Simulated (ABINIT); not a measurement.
Crystal: KTaO3.

```
CELL_PARAMETERS angstrom
3.98830 0.00000 0.00000
0.00000 3.98830 0.00000
0.00000 0.00000 3.98830
ATOMIC_POSITIONS crystal
Ta 0.00000 0.00000 0.00000
K 0.50000 0.50000 0.50000
O 0.00000 0.00000 0.50000
O 0.00000 0.50000 0.00000
O 0.50000 0.00000 0.00000
```

Base run:

* Program: ABINIT 10.8.3 (patched build)
* Functional: PBEsol
* Potentials or basis: JTH PAW PBE v2.0
* Cutoff: 626 eV
* k mesh: 4 × 4 × 4
* Occupations: fermi-dirac, width 0.05 eV
* Spin: no spin polarisation

Its results: band gap on the k mesh 2.07 eV, indirect (least direct gap 2.69 eV); pressure -0.1 GPa.

Question: The run is repeated on the same cell with these changes: k mesh from 4 × 4 × 4 to 3 × 3 × 3. What comes out?

Answer: Band gap on the k mesh 2.30 eV, indirect (least direct gap 2.63 eV); pressure 0.2 GPa.

Caveats: some runs use coarse meshes; the PAW data sets were made with another functional, which shifts forces and pressure a little; spin-orbit coupling is left out, which moves the levels of the heavy elements; the atomic spheres overlap; an odd mesh through Γ misses points on the zone boundary, where band edges often lie (some runs).
